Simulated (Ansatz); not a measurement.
A (100) slab of SiC (F-43m (No. 216)), 11 planes, outer planes Si (top) and Si (bottom), with 11 atoms (Si6C5) in a surface cell of A = 9.489 Å², as cut from the bulk:

```xyz
11
Lattice="3.0804 0.0000 0.0000 0.0000 3.0804 0.0000 0.0000 0.0000 25.8907" Properties=species:S:1:pos:R:3 pbc="T T T"
Si    1.5402    1.5402    7.5000
C     1.5402    0.0000    8.5891
Si    0.0000    0.0000    9.6781
C     0.0000    1.5402   10.7672
Si    1.5402    1.5402   11.8563
C     1.5402    0.0000   12.9454
Si    0.0000    0.0000   14.0344
C     0.0000    1.5402   15.1235
Si    1.5402    1.5402   16.2126
C     1.5402    0.0000   17.3017
Si    0.0000    0.0000   18.3907
```

Level of theory: DFT r2SCAN, scalar-relativistic, plane waves, PAW (Ansatz). Cutoff 500 eV; k points 9×9×1 on the computed 11-atom cell (Γ-centred); Gaussian smearing, width 0.05 eV; no spin polarisation. The cell repeats along c with a dipole correction in the vacuum.

The relaxed slab holds 5 formula units of SiC and 1 further Si. Against those formula units in the bulk and the further Si in its standard state it lies 3.526 eV higher. The formation energy of SiC from the standard states is -0.599 eV a formula unit (uncorrected, no zero-point or thermal terms).

(1) Over what range can the chemical potential of Si vary, and what is the surface energy at both ends?

(2) How does its energy depend on growth conditions?

## Answers

(1) In contact with the bulk, μ(Si) + μ(C) is fixed. With Δμ counted from the standard states, Δμ(Si) ≤ 0 keeps elemental Si from forming, and Δμ(C) ≤ 0 requires Δμ(Si) ≥ ΔH = -0.599 eV. Other compounds of Si and C can narrow this range. Then γ, the mean of both faces, = [3.526 eV − 1.00·Δμ(Si)]/(2A). At the Si-rich end (Δμ = 0): 3.526/(2 × 9.489) × 16.02 = 2.98 J/m². At the Si-poor end: (3.526 + 0.599)/(2 × 9.489) × 16.02 = 3.48 J/m².

(2) It carries an excess of Si, so its energy falls by 0.84 J/m² for each eV that μ(Si) rises: Si-rich conditions lower it; whether it appears depends on the other terminations.